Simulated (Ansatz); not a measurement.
# MoS2: the cost of one run

Method: DFT PBE+D3(BJ), scalar-relativistic, plane waves, PAW, and further levels as typed in the inputs, in Ansatz 0.2.0.

## (1) Starting point

The structure is hexagonal, space group P-6m2 (No. 187). Conventional cell: a = 3.160 Å, b = 3.160 Å, c = 31.430 Å, α = 90.00°, β = 90.00°, γ = 120.00°. S (site symmetry 3m) is surrounded by 3 Mo at 2.40 Å. Mo (site symmetry 3m) has 6 S at 2.40 Å as nearest neighbours. Around Mo (site symmetry -6m2) lie 6 S at 2.40 Å.

Coordinates:

```xyz
9
Lattice="3.1600 0.0000 0.0000 -1.5800 2.7366 0.0000 0.0000 0.0000 31.4300" Properties=species:S:1:pos:R:3 pbc="T T T"
S     1.5800    0.9122    8.0000
Mo    0.0000    1.8244    9.5650
S     1.5800    0.9122   11.1300
S     0.0000    1.8244   14.1500
Mo    1.5800    0.9122   15.7150
S     0.0000    1.8244   17.2800
S     1.5800    0.9122   20.3000
Mo    0.0000    1.8244   21.8650
S     1.5800    0.9122   23.4300
```

## (2) Relaxing the atoms: Mo3S6 sheet, no spin

input.yaml

```yaml
crystal:
  lattice:
    - [3.16, 0.0, 0.0]
    - [-1.58, 2.736640276, 0.0]
    - [0.0, 0.0, 31.43]
  atoms:
    - { symbol: S, position: [0.6666666667, 0.3333333333, 0.2545338848] }
    - { symbol: Mo, position: [0.3333333333, 0.6666666667, 0.304327076] }
    - { symbol: S, position: [0.6666666667, 0.3333333333, 0.3541202673] }
    - { symbol: S, position: [0.3333333333, 0.6666666667, 0.4502068088] }
    - { symbol: Mo, position: [0.6666666667, 0.3333333333, 0.5] }
    - { symbol: S, position: [0.3333333333, 0.6666666667, 0.5497931912] }
    - { symbol: S, position: [0.6666666667, 0.3333333333, 0.6458797327] }
    - { symbol: Mo, position: [0.3333333333, 0.6666666667, 0.695672924] }
    - { symbol: S, position: [0.6666666667, 0.3333333333, 0.7454661152] }
scf:
  occupations: { method: fixed }
  n_extra_bands: 6
output:
  forces: true
  stress: false
  write_density: true
  write_potential: true
  elf: true
  volumetric_format: npy
kpoints:
  mp_grid: { grid: [12, 12, 1] }
efield:
  axis: 3
  dipole_correction: true
hamiltonian:
  xc: pbe
  dispersion: d3bj
relax:
  f_tol: 0.005
  max_steps: 120
```

Command:

```
> ansatz run input.yaml --threads 4 --pin off --max-ram 11264MiB --backend cpu --events-out ev --progress --plain --runs-dir out
```

**Question.** How long does this run take on 4 threads of Intel Xeon at 2.50GHz (Skylake/Cascade Lake), shared host, and how much memory does it need?

About 76 s, with a peak of 0.77 GiB.
